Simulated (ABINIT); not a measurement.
The system is Ti.

```
CELL_PARAMETERS angstrom
2.95000 0.00000 0.00000
-1.47500 2.55477 0.00000
0.00000 0.00000 4.68000
ATOMIC_POSITIONS crystal
Ti 0.66667 0.33333 0.75000
Ti 0.33333 0.66667 0.25000
```

Base run:

```yaml
Program: ABINIT 10.8.3 (patched build)
Functional: PBE
Potentials_or_basis: JTH PAW PBE v2.0
Cutoff: 408 eV
k_mesh: 8 × 8 × 5
Occupations: fermi-dirac, width 0.05 eV
Spin: no spin polarisation
```

Its results: band gap on the k mesh none (metal or under the smearing width); pressure -1.3 GPa.

**Question.** After a change of settings the same cell gave: band gap on the k mesh none (metal or under the smearing width); pressure -5.5 GPa. Which change was it?
A. k mesh from 8 × 8 × 5 to 6 × 6 × 4
B. functional from PBE to PBEsol
C. functional from PBE to BLYP; k mesh from 8 × 8 × 5 to 10 × 10 × 6

**Answer.** B.

PBEsol binds more tightly than PBE, so the same cell stands under less pressure.

Caveats: the PAW data sets were made with another functional, which shifts forces and pressure a little (some runs).
